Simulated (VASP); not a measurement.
Input of a VASP 6.6.1 run:

The input run.py:

```python
from ase.calculators.vasp import Vasp
from ase.dft.bandgap import bandgap
from ase.io import read

atoms = read('Mn.xyz')
atoms.set_initial_magnetic_moments([4.0])
calc = Vasp(
    directory='calc',
    xc='pbesol',
    pp='PBE',
    setups='recommended',
    pp_version='54',
    prec='Accurate',
    encut=520,
    ediff=1e-06,
    ismear=0,
    sigma=0.02,
    lreal=False,
    lasph=True,
    nelm=100,
    algo='Normal',
    isif=2,
    lwave=False,
    lcharg=False,
    ispin=2,
    lorbit=11,
    lmaxmix=4,
    kpts=[12, 12, 12],
    gamma=True,
    nbands=16,
)
atoms.calc = calc

print('energy (eV):', atoms.get_potential_energy())
print('free energy (eV):', atoms.get_potential_energy(force_consistent=True))
print('forces (eV/A):')
print(atoms.get_forces())
print('stress (eV/A^3, Voigt):', atoms.get_stress())
print('Fermi level (eV):', calc.get_fermi_level())
print('moment (muB):', atoms.get_magnetic_moment())
print('site moments (muB):', atoms.get_magnetic_moments())
gap, top, bottom = bandgap(calc)
print('band gap (eV):', gap, 'from (spin, k, band)', top, 'to', bottom)
```

Contents of Mn.xyz:

```xyz
1
Lattice="-1.5405000000 1.5405000000 1.5405000000 1.5405000000 -1.5405000000 1.5405000000 1.5405000000 1.5405000000 -1.5405000000" Properties=species:S:1:pos:R:3 pbc="T T T"
Mn     0.0000000000      0.0000000000      0.0000000000
```

Potentials or basis: VASP PAW PBE potentials, release 54 (Mn_pv).

The run is started by

```console
$ python run.py
```

Problem. Predict the pressure.

Solution. -16.0 GPa.

Problem. Estimate the band gap on the k mesh.

Solution. None (metal or under the smearing width).

Problem. Predict the site moments.

Solution. Mn +2.97 μB.

Problem. Predict the net moment.

Solution. 3.07 μB per cell.

Caveat: so large a pressure means that the cell lies far from this level's equilibrium, or that cutoff or potentials fall short; the potentials were made for another functional, which shifts forces and pressure.
